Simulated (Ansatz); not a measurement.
The system is SnSe.

```
Sn Se
1.0
     0.00000    3.39084    3.39084
     3.39084    0.00000    3.39084
     3.39084    3.39084    0.00000
Sn Se
1 1
Cartesian
  0.0000 0.0000 0.0000
  5.0863 5.0863 5.0863
```

The cell was built by a generator and needn't be a form met in nature.

Program: Ansatz 0.2.0. Alike in all runs: potentials or basis Ansatz PAW; cell as given; cutoff (eV) 420; smearing fermi-dirac 0.05 eV.

Order these runs on this cell by their band gap on the k mesh, lowest first.
A. level PBEsol0; spin off; k mesh 4 × 4 × 4; points for each segment of the path 4; mesh quality not flagged
B. level PBE0; spin SOC, no magnetisation; k mesh 3 × 3 × 3; mesh quality coarse
C. level HSE06; spin SOC, no magnetisation; k mesh 3 × 3 × 3; mesh quality coarse
D. level HF; spin off; k mesh 4 × 4 × 4; points for each segment of the path 4; mesh quality not flagged
E. level HSE03; spin off; k mesh 4 × 4 × 4; points for each segment of the path 4; mesh quality not flagged

E (0.28 eV), A (0.92 eV), C (1.14 eV), B (1.75 eV), D (4.39 eV).

Caveats: some runs use coarse meshes; spin-orbit coupling is left out, which moves the levels of the heavy elements (some runs); odd divisions of the mesh miss points on the zone boundary, where band edges often lie, so the gap on the mesh can be too wide (some runs).

A k mesh can miss the band edges.

Not every run made on this cell is shown here.
